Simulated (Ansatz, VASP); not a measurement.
# SiC (Moissanite 3C) in two plane-wave programs

Aim: how closely do two programs agree when they are given the same cell, functional and k mesh? The cell is taken from a series of VASP runs on this material, whose earlier steps may have relaxed, scaled or displaced it; both programs get it as it stands.

Method: plane waves, with VASP 6.6.1 beside it; band structure at r2SCAN and single point at r2SCAN, in Ansatz 0.2.0.

## 1. Set-up

Symmetry: F-43m, No. 216, cubic system. Conventional cell: a = 4.355 Å, b = 4.355 Å, c = 4.355 Å, α = 90.00°, β = 90.00°, γ = 90.00°. Nearest to Si lie 4 C at 1.89 Å. Nearest to C lie 4 Si at 1.89 Å. Farther neighbours are not listed.

## 2. VASP: band structure, r2SCAN

The same path points are solved in both programs, so levels can be compared one by one.

Lines of VASP's logs that name or quote its potential files are left out, and so is its time.

File INCAR:

```
SYSTEM = SiC
PREC = Accurate
ENCUT = 520
EDIFF = 1E-06
NELM = 100
ISMEAR = 0
SIGMA = 0.05
LREAL = .FALSE.
ALGO = Normal
METAGGA = R2SCAN
LASPH = .TRUE.
NBANDS = 16
LORBIT = 11
LWAVE = .FALSE.
LCHARG = .FALSE.
KPAR = 2
```

File POSCAR:

```
SiC
1.0
    0.0000000000      2.1775716673      2.1775716673
    2.1775716673      0.0000000000      2.1775716673
    2.1775716673      2.1775716673      0.0000000000
Si C
1 1
Direct
    0.0000000000      0.0000000000      0.0000000000
    0.2500000000      0.2500000000      0.2500000000
```

File KPOINTS:

```
Automatic mesh
0
Gamma
9 9 9
0 0 0
```

File KPOINTS_OPT:

```
Line mode
16
Line-mode
Reciprocal
  0.00000000   0.00000000   0.00000000 GAMMA
  0.50000000   0.00000000   0.50000000 X

  0.50000000   0.00000000   0.50000000 X
  0.50000000   0.25000000   0.75000000 W

  0.50000000   0.25000000   0.75000000 W
  0.37500000   0.37500000   0.75000000 K

  0.37500000   0.37500000   0.75000000 K
  0.00000000   0.00000000   0.00000000 GAMMA

  0.00000000   0.00000000   0.00000000 GAMMA
  0.50000000   0.50000000   0.50000000 L

  0.50000000   0.50000000   0.50000000 L
  0.62500000   0.25000000   0.62500000 U

  0.62500000   0.25000000   0.62500000 U
  0.50000000   0.25000000   0.75000000 W

  0.50000000   0.25000000   0.75000000 W
  0.50000000   0.50000000   0.50000000 L

  0.50000000   0.50000000   0.50000000 L
  0.37500000   0.37500000   0.75000000 K

  0.62500000   0.25000000   0.62500000 U
  0.50000000   0.00000000   0.50000000 X
```

PAW data sets: Si and C (PBE family, release 64).

The run is started by

```bash
mpirun -np 2 vasp_std
```

Numbers of over 12 decimals in the logs are rounded to 6 here.

The program printed:

```text
[banner, memory and clock lines left out]
running    2 mpi-ranks, on    1 nodes
 distrk:  each k-point on    1 cores,    2 groups
 distr:  one band on    1 cores,    1 groups

 POSCAR found type information on POSCAR SiC
 POSCAR found :  2 types and       2 ions
|                                                                             |
|               ----> ADVICE to this user running VASP <----                  |
|                                                                             |
|     You enforced a specific xc type in the INCAR file but a different       |
|     [... a line on the potential file left out ...]
|     I HOPE YOU KNOW WHAT YOU ARE DOING!                                     |
|                                                                             |

 LDA part: xc-table for (None), standard interpolation
 POSCAR, INCAR and KPOINTS ok, starting setup
 FFT: planning ... GRIDC
 FFT: planning ... GRID_SOFT
 FFT: planning ... GRID
 WAVECAR not read
 entering main loop
       N       E                     dE             d eps       ncg     rms          rms(c)
DAV:   1    -0.199650599430E+01   -0.19965E+01   -0.38414E+03  1176   0.438E+02
DAV:   2    -0.218853345771E+02   -0.19889E+02   -0.19171E+02  1512   0.957E+01
DAV:   3    -0.223274182672E+02   -0.44208E+00   -0.44172E+00  1352   0.105E+01
DAV:   4    -0.223283719574E+02   -0.95369E-03   -0.95368E-03  1448   0.650E-01
DAV:   5    -0.223283747583E+02   -0.28009E-05   -0.28009E-05  1336   0.318E-02    0.921E+00
DAV:   6    -0.192857813211E+02    0.30426E+01   -0.39052E+00  1384   0.729E+00    0.492E+00
DAV:   7    -0.193162155338E+02   -0.30434E-01   -0.45282E-01  1472   0.303E+00    0.256E+00
DAV:   8    -0.193265923573E+02   -0.10377E-01   -0.21505E-02  1224   0.829E-01    0.292E-01
DAV:   9    -0.193266253627E+02   -0.33005E-04   -0.37581E-04  1520   0.108E-01    0.115E-01
DAV:  10    -0.193267338961E+02   -0.10853E-03   -0.11468E-04  1280   0.670E-02    0.878E-03
DAV:  11    -0.193267332262E+02    0.66990E-06   -0.24247E-06  1504   0.714E-03
   1 F= -.19326733E+02 E0= -.19326733E+02  d E =-.672210E-17
 Start KPOINTS_OPT (optional k-point list driver)
k-point batch [1-35\160]
       N       E                     dE             ncg
DAV:   1     0.124467605878E+04   -0.93990E+04     1160
DAV:   2     0.532737646353E+03   -0.71194E+03     1504
DAV:   3     0.517474555050E+03   -0.15263E+02     1384
DAV:   4     0.517442727336E+03   -0.31828E-01     1464
DAV:   5     0.517442636397E+03   -0.90939E-04     1368
DAV:   6     0.517442636052E+03   -0.34543E-06     1336
[...]
k-point batch [141-160\160]
       N       E                     dE             ncg
DAV:   1     0.573490724443E+04   -0.70696E+04      672
DAV:   2     0.536802711340E+04   -0.36688E+03      888
DAV:   3     0.536089665725E+04   -0.71305E+01      776
DAV:   4     0.536088240250E+04   -0.14255E-01      864
DAV:   5     0.536088236251E+04   -0.39993E-04      744
DAV:   6     0.536088236234E+04   -0.16086E-06      840
```

Parts of OUTCAR (step 2):

```text
ion  position               nearest neighbor table
   1  0.000  0.000  0.000-   2 1.89   2 1.89   2 1.89   2 1.89
   2  0.250  0.250  0.250-   1 1.89   1 1.89   1 1.89   1 1.89

  LATTYP: Found a face centered cubic cell.
 ALAT       =     4.3551433346

 Subroutine GETGRP returns: Found 24 space group operations
 (whereof 24 operations were pure point group operations)

The static configuration has the point symmetry T_d .

 Found     35 irreducible k-points:

   k-points           NKPTS =     35   k-points in BZ     NKDIM =     35   number of bands    NBANDS=     16

   dimension x,y,z NGX =    24 NGY =   24 NGZ =   24
   dimension x,y,z NGXF=    48 NGYF=   48 NGZF=   48

   ENCUT  =  520.0 eV  38.22 Ry    6.18 a.u.   5.73  5.73  5.73*2*pi/ulx,y,z

   NELECT =       8.0000    total number of electrons

 k-points in reciprocal lattice and weights: Automatic mesh
   0.00000000  0.00000000  0.00000000       0.001
   0.11111111  0.00000000  0.00000000       0.011
   0.22222222  0.00000000  0.00000000       0.011
   0.33333333  0.00000000  0.00000000       0.011
   0.44444444  0.00000000  0.00000000       0.011
   0.11111111  0.11111111  0.00000000       0.008
   0.22222222  0.11111111  0.00000000       0.033
   0.33333333  0.11111111  0.00000000       0.033
   0.44444444  0.11111111  0.00000000       0.033
[...]
-0.33333333  0.44444444  0.11111111       0.033
  -0.33333333  0.44444444  0.22222222       0.033

 average (electrostatic) potential at core
       1 -83.3012       2 -46.6607

 E-fermi :   8.2805

 k-point     1 :       0.0000    0.0000    0.0000
  band No.  band energies     occupation
      1      -8.1909      2.00000
      2       8.0044      2.00000
      3       8.0044      2.00000
      4       8.0044      2.00000
      5      14.8629      0.00000
      6      15.8676      0.00000
      7      15.8676      0.00000
      8      15.8676      0.00000
      9      23.2249      0.00000
    ...

 k-point     2 :       0.1111    0.0000    0.0000
  band No.  band energies     occupation
      1      -7.9409      2.00000
      2       6.7423      2.00000
      3       7.8345      2.00000
      4       7.8345      2.00000
      5      15.1051      0.00000
      6      16.1774      0.00000
      7      16.1774      0.00000
      8      16.3355      0.00000
      9      22.1587      0.00000
    ...

 k-point     3 :       0.2222    0.0000    0.0000
  band No.  band energies     occupation
      1      -7.2065      2.00000
      2       4.2063      2.00000
      3       7.4642      2.00000
      4       7.4642      2.00000
      5      14.7020      0.00000
      6      16.5251      0.00000
      7      16.5251      0.00000
      8      17.8606      0.00000
      9      21.6819      0.00000
    ...

  Total        0.0009239      0.0009239      0.0009239      0.0000000     -0.0000000     -0.0000000
  in kB        0.0716806      0.0716806      0.0716806      0.0000000     -0.0000000     -0.0000000
  external PRESSURE =       0.0716806 kB  Pullay stress =       0.0000000 kB

  energy-cutoff  :      520.00
  volume of cell :       20.65
      direct lattice vectors                 reciprocal lattice vectors
     0.000000000  2.177571667  2.177571667    -0.229613568  0.229613568  0.229613568
     2.177571667  0.000000000  2.177571667     0.229613568 -0.229613568  0.229613568
     2.177571667  2.177571667  0.000000000     0.229613568  0.229613568 -0.229613568

 POSITION                                       TOTAL-FORCE (eV/Angst)
 -----------------------------------------------------------------------------------
      0.00000      0.00000      0.00000         0.000000      0.000000     -0.000000
      1.08879      1.08879      1.08879        -0.000000     -0.000000      0.000000
 -----------------------------------------------------------------------------------
    total drift:                               -0.000001     -0.000001     -0.000001

  FREE ENERGIE OF THE ION-ELECTRON SYSTEM (eV)
  ---------------------------------------------------
  free  energy   TOTEN  =       -19.3267332262 eV

  energy  without entropy=      -19.3267332262  energy(sigma->0) =      -19.32673323

 total charge
# of ion       s       p       d       tot
------------------------------------------
    1        0.702   0.982   0.000   1.684
    2        0.850   1.716   0.000   2.566
--------------------------------------------------
tot          1.553   2.697   0.000   4.250

[... 3 further parts left out ...]
```

The run ends at a pressure of 0.01 GPa.

## 3. Ansatz: band structure, r2SCAN

Ansatz runs on its default PAW (the set named soft_2) files.

The same cell, functional, mesh and smearing now go to Ansatz, which takes its cutoff from its data sets.

File input.yaml:

```yaml
crystal:
  lattice:
    - [0.0, 2.1775716673, 2.1775716673]
    - [2.1775716673, 0.0, 2.1775716673]
    - [2.1775716673, 2.1775716673, 0.0]
  atoms:
    - { symbol: Si, position: [0.0, 0.0, 0.0] }
    - { symbol: C, position: [0.25, 0.25, 0.25] }
hamiltonian:
  xc: r2scan
  pseudopotentials: { kind: paw }
kpoints:
  mp_grid: { grid: [9, 9, 9] }
  band_path:
    path:
      - [0.0, 0.0, 0.0]
      - [0.16667, 0.0, 0.16667]
      - [0.33333, 0.0, 0.33333]
      - [0.5, 0.0, 0.5]
      - [0.5, 0.08333, 0.58333]
      - [0.5, 0.18333, 0.68333]
      - [0.5, 0.25, 0.75]
      - [0.45, 0.3, 0.75]
      - [0.40833, 0.34167, 0.75]
      - [0.35, 0.35, 0.7]
      - [0.225, 0.225, 0.45]
      - [0.075, 0.075, 0.15]
      - [0.03333, 0.03333, 0.03333]
      - [0.23333, 0.23333, 0.23333]
      - [0.4, 0.4, 0.4]
      - [0.51667, 0.46667, 0.51667]
      - [0.55833, 0.38333, 0.55833]
      - [0.60833, 0.28333, 0.60833]
      - [0.60833, 0.25, 0.64167]
      - [0.55833, 0.25, 0.69167]
      - [0.51667, 0.25, 0.73333]
      - [0.5, 0.3, 0.7]
      - [0.5, 0.38333, 0.61667]
      - [0.5, 0.48333, 0.51667]
      - [0.475, 0.475, 0.55]
      - [0.425, 0.425, 0.65]
      - [0.38333, 0.38333, 0.73333]
      - [0.59167, 0.18333, 0.59167]
      - [0.55, 0.1, 0.55]
      - [0.5, 0.0, 0.5]
    npoints: 1
scf:
  occupations: { method: gaussian, width: 0.05 }
  n_extra_bands: 7
output:
  forces: true
  stress: true
  eigenvalues: true
```

The run is started by

```bash
ansatz run input.yaml --threads 2 --pin off --max-ram 4608MiB --backend cpu --events-out ev --progress --plain --runs-dir out
```

The program printed:

```text
scf.n_extra_bands = 7 over 4 filled bands (N_el = 8.0): the run solves 11 bands
Engine: ansatz 0.2.0, aarch64-unknown-linux-gnu
Pseudopotentials: kind: paw
Pseudopotential: Si, paw, valence charge 4, recommended cutoff 500 eV (meta_gga), Si.paw.azcp
Pseudopotential: C, paw, valence charge 4, recommended cutoff 500 eV (meta_gga), C.paw.azcp
Functional definition: r2SCAN
  parameter k0 = 0.174
  parameter k1 = 0.065
  parameter a1 = 4.9479
  exchange = r2scan_x(k0 = k0, k1 = k1, a1 = a1)
  correlation = r2scan_c
Crystal: 2 atoms, lattice volume = 20.651 Å³
Basis set: ecut = 500 eV, 531 PW (Γ), exchange–correlation on 96×96×96 points (64 copies of the dense FFT grid, shifted against one another)
Bands: 11, of which v1, the nominal top of the filled ones, is band 4 counted from 1 (3 counted from 0)
Symmetry: 24 space group operations
Space group: F-43m (ITA 216), of the structure as read, at distance tolerance 2.7e-5 Å
k-points: 35 of 729 (time reversal used)
Non-local potential: Si, projectors of the file, l = 0: 2, l = 1: 2, l = 2: 2
Non-local potential: C, projectors of the file, l = 0: 2, l = 1: 2, l = 2: 1
PAW form: soft (Blöchl's): semilocal exchange-correlation on the pseudo side does not see the compensation charge
PAW frozen core: Si, regenerated for the run's functional (the file was generated under x = pbe(κ = 0.804, μ = 0.219515), c = pbe(β = 0.066725))
PAW frozen core: C, regenerated for the run's functional (the file was generated under x = pbe(κ = 0.804, μ = 0.219515), c = pbe(β = 0.066725))
PAW one-centre angular grid: Si, 302 points (default); XC on 160 Gauss nodes
PAW one-centre angular grid: C, 302 points (default); XC on 239 of its mesh's 2573 points in the sphere
Initial density: superposition of atomic densities (neutral atoms: chi_scale 0, normalization atom), corrected by the library's trained network
Initial wavefunctions: pseudopotential atomic-orbital guess
Functional: x = r2scan, c = r2scan; τ floored in thin density (d = 2e-4 eV/Å³)
SCF iter   1: F=—  HF=-891.289256 eV  |F-HF|=—  |Δ(HF+E_count)|=         —  Δρ=5.86e-3  dr2=4.76e-3  dr2_τ=1.95e-1  ethr=1.77e-3  ⟨swp⟩=6.0  Hψ=2822  notcnv=0  defer=6
preconditioner: auto → none  [insulator: Δε(μ)=1.813 eV  Ē_g=18.711 eV  σ=0.050 eV  W_gap=1.00  n_scr=0 (ndim 8)  ℏωp=23.1 eV  f_vac=0.000  D(μ)=0.00/eV (n_scr^D=0)  ε∞_Penn≈2.5]
SCF iter   2: F=—  HF=-891.333691 eV  |F-HF|=—  |Δ(HF+E_count)|=   4.44e-2  Δρ=4.00e-3  dr2=1.80e-3  dr2_τ=3.44e-5  ethr=5.95e-5  ⟨swp⟩=2.0  Hψ=981  notcnv=0  defer=69
SCF iter   3: F=—  HF=-891.333655 eV  |F-HF|=—  |Δ(HF+E_count)|=   3.65e-5  Δρ=1.17e-3  dr2=2.51e-4  dr2_τ=4.94e-6  ethr=2.25e-5  ⟨swp⟩=2.5  Hψ=582  notcnv=0  defer=69
SCF iter   4: F=—  HF=-891.333675 eV  |F-HF|=—  |Δ(HF+E_count)|=   2.09e-5  Δρ=1.40e-4  dr2=3.70e-6  dr2_τ=8.98e-7  ethr=3.14e-6  ⟨swp⟩=2.4  Hψ=441  notcnv=0  defer=69
SCF iter   5: F=—  HF=-891.333676 eV  |F-HF|=—  |Δ(HF+E_count)|=   7.38e-7  Δρ=4.85e-5  dr2=3.39e-7  dr2_τ=2.24e-8  ethr=4.62e-8  ⟨swp⟩=2.5  Hψ=444  notcnv=0  defer=69
SCF iter   6: F=-891.333676 eV  HF=-891.333676 eV  |F-HF|=2.95e-9  |Δ(HF+E_count)|=   8.02e-8  Δρ=2.04e-5  dr2=6.32e-8  dr2_τ=5.76e-10  ethr=1.25e-9  ⟨swp⟩=8.6  Hψ=1978  notcnv=0
SCF 1 converged in 6 iterations: F = -891.333676 eV  dr2 = 6.32e-8
  greatest PAW one-centre occupation: 0.659 electrons in one spin orbital (limit 2), on the C atom at site 1 (counted from 0), in its partial waves of l = 0
NSCF: frozen V_eff on 30 k-points
SCF converged after 6 iterations
Free energy (F): -891.333676 eV
Harris-Foulkes:  -891.333676 eV  (|F-HF|=2.95e-9)
Internal energy: -891.333676 eV  (E = F + TS)
E sigma→0 (E₀):  -891.333676 eV
Fermi energy:    10.318460 eV
--- Per-component energies (eV) ---
  E_band       = 25.626823
  E_kinetic    = 136.084093
  E_local      = -103.509475  (includes V_loc(G=0)·N_el)
  E_nonlocal   = 50.381306
  E_hartree    = 32.453108
  E_xc         = -101.373504
  E_vxc        = -118.658385  (∫ρ·V_xc dr)
  E_paw        = -620.297428  (= ΣΔE_a)
  E_vpaw       = -9.147852  (= ΣTr[D̂ρ^β])
  E_aug_tail   = 0.000008  (compensation charges beyond the density's cutoff)
  E_vtau       = 5.569411  (kinetic-family band-sum trace: ∫τ·v_τ [+ j·A + Jᵃ·Aᵃ] dr)
  E_ewald      = -284.970578
  E_core_change = -0.101207  (= ΣΔE_core)
  E_smearing   = -0.000000  (= −TS)
  E_closure    = -0.000000  (closes the sum)
  Σ components = -891.333676   (vs F -891.333676, Δ=0.00e0)
--- Forces (eV/Å), atoms counted from 1 ---
  atom   1  Si     0.00000000    -0.00000000     0.00000000
  atom   2  C     -0.00000000     0.00000000    -0.00000000
  max |Σ_I F_I| component: 2.96e-16 eV/Å
--- Stress (GPa, compression-positive) ---
        0.187675      -0.000000      -0.000000
        0.000000       0.187675       0.000000
       -0.000000       0.000000       0.187675
  P = ⅓ Tr σ = 0.1877 GPa (1.877 kbar)
--- Band table (eV; the first three rows and the last of 35) ---
  k-point 0: bands = [-6.8098, 9.3863, 9.3863, 9.3863, 16.2124, 17.2511, 17.2511, 17.2511, ... 3 higher]
  k-point 1: bands = [-6.5597, 8.1231, 9.2166, 9.2166, 16.4667, 17.5595, 17.5595, 17.7075, ... 3 higher]
  k-point 2: bands = [-5.8253, 5.5869, 8.8471, 8.8471, 16.0701, 17.9029, 17.9029, 19.2264, ... 3 higher]
  k-point 34: bands = [-1.7171, 2.1649, 4.1125, 5.1384, 14.9560, 18.8677, 19.1010, 21.4330, ... 3 higher]
```

The job ended after 1.9 s (2 threads of Arm Neoverse V1, shared host; peak memory 0.32 GiB).

In the SCF lines HF is the Harris–Foulkes energy and dr2 the Hartree energy of the density residual, in eV; the loop may stop once dr2 is under the threshold and the program's other checks hold. Hψ counts applications of the Hamiltonian.

## 4. Side by side

Known differences besides the potentials themselves: VASP keeps PBE cores, Ansatz makes them for the functional; the cutoff is 500 eV in Ansatz and 520 eV in VASP. Total energies have different zeros and are not compared.

Both answers:

```csv
quantity,Ansatz,VASP,difference
pressure (GPa),0.19,0.01,+0.18
gap over the path points (eV),1.712,1.724,-0.011
```

Levels at points of the path, from each program's valence-band top (eV; 3 filled, then empty):

```csv
k (reciprocal lattice),Ansatz,VASP
0.000 0.000 0.000,0.00 0.00 0.00 6.83 7.87 7.87,0.00 0.00 0.00 6.86 7.86 7.86
0.167 0.000 0.167,-1.88 -1.16 -1.16 6.08 7.97 9.71,-1.88 -1.16 -1.16 6.08 8.00 9.72
0.333 0.000 0.333,-5.30 -2.73 -2.73 3.06 5.74 13.06,-5.29 -2.73 -2.73 3.07 5.74 13.08
0.500 0.000 0.500,-8.06 -3.34 -3.34 1.71 4.83 15.13,-8.06 -3.34 -3.34 1.72 4.83 15.15
0.500 0.083 0.583,-7.91 -3.79 -3.79 2.58 5.66 13.97,-7.91 -3.80 -3.79 2.59 5.66 14.00
0.500 0.183 0.683,-7.44 -4.84 -4.62 4.82 8.20 11.17,-7.44 -4.84 -4.62 4.83 8.20 11.19
0.500 0.250 0.750,-7.24 -5.18 -4.82 5.72 10.13 10.24,-7.24 -5.18 -4.82 5.73 10.15 10.25
0.450 0.300 0.750,-7.35 -5.48 -4.00 5.01 8.91 10.91,-7.35 -5.48 -4.00 5.02 8.92 10.94
0.408 0.342 0.750,-7.47 -5.68 -3.05 3.92 8.50 12.02,-7.47 -5.68 -3.05 3.94 8.51 12.04
0.350 0.350 0.700,-7.37 -5.88 -2.46 3.98 9.44 12.00,-7.37 -5.88 -2.46 3.99 9.45 12.02
```

Among the levels compared at these points, filled levels agree within 3 meV and empty ones within 33 meV.

## 5. VASP: single point, r2SCAN, volume scaled by 0.94

With cell and atoms fixed, the geometry can't cause a difference; cores, projectors, grids and the points listed under the comparison can. The cell compared in this pair holds 19.41 Å³, against 20.65 Å³ for the pair before.

INCAR, as its differences from that of step 2:

```diff
@@ -11,3 +11,3 @@
 LASPH = .TRUE.
-NBANDS = 16
+NBANDS = 10
 LORBIT = 11
@@ -16 +16,2 @@
 KPAR = 2
+ISIF = 2
```

File POSCAR:

```
SiC
1.0
    0.0000000000      2.1331189560      2.1331189560
    2.1331189560      0.0000000000      2.1331189560
    2.1331189560      2.1331189560      0.0000000000
Si C
1 1
Direct
    0.0000000000      0.0000000000      0.0000000000
    0.2500000000      0.2500000000      0.2500000000
```

KPOINTS is that of step 2.

The run is started by

```bash
mpirun -np 2 vasp_std
```

The program printed:

```text
[banner, memory and clock lines left out]
running    2 mpi-ranks, on    1 nodes
[...]
[... a notice as in an earlier step ...]

 LDA part: xc-table for (None), standard interpolation
 POSCAR, INCAR and KPOINTS ok, starting setup
[...]
entering main loop
       N       E                     dE             d eps       ncg     rms          rms(c)
DAV:   1    -0.299622729142E+01   -0.29962E+01   -0.43719E+03   756   0.713E+02
DAV:   2    -0.218474479424E+02   -0.18851E+02   -0.17950E+02   942   0.114E+02
DAV:   3    -0.223874968552E+02   -0.54005E+00   -0.53897E+00   822   0.161E+01
DAV:   4    -0.223896427554E+02   -0.21459E-02   -0.21457E-02   810   0.124E+00
[...]
DAV:   9    -0.192679804192E+02   -0.35689E-03   -0.36979E-04   890   0.186E-01    0.156E-01
DAV:  10    -0.192680512074E+02   -0.70788E-04   -0.66217E-05   722   0.839E-02    0.124E-02
DAV:  11    -0.192680513127E+02   -0.10525E-06   -0.94620E-07   832   0.670E-03
   1 F= -.19268051E+02 E0= -.19268051E+02  d E =-.108624E-17
```

Parts of OUTCAR (step 5):

```text
  Total        1.9178991      1.9178991      1.9178991      0.0000000      0.0000000      0.0000000
  in kB      158.2927847    158.2927847    158.2927847      0.0000000      0.0000000      0.0000000
  external PRESSURE =     158.2927847 kB  Pullay stress =       0.0000000 kB

 POSITION                                       TOTAL-FORCE (eV/Angst)
 -----------------------------------------------------------------------------------
      0.00000      0.00000      0.00000        -0.000000     -0.000000      0.000000
      1.06656      1.06656      1.06656         0.000000      0.000000     -0.000000
 -----------------------------------------------------------------------------------
    total drift:                               -0.000001     -0.000001     -0.000001

  FREE ENERGIE OF THE ION-ELECTRON SYSTEM (eV)
  ---------------------------------------------------
  free  energy   TOTEN  =       -19.2680513127 eV

  energy  without entropy=      -19.2680513127  energy(sigma->0) =      -19.26805131

[... 3 further parts left out ...]
[key lines of the parts left out:]
E-fermi :   8.9949
```

The scan keeps the cell's shape and the fractional positions fixed.

(Part 1 of 2 ends here.)

[Lines on the potential files, build, host, timing and source positions are cut from VASP's logs without a mark.]

[Logs are printed without paths, hosts, clocks, repeated set-up lines and the standing remarks that a program may print on its own settings, such as how far it seeks lower states.]

[Hosts, paths, dates, database ids (printed as entryN), source tags and the programs' standing remarks are cut or masked in the printed files.]
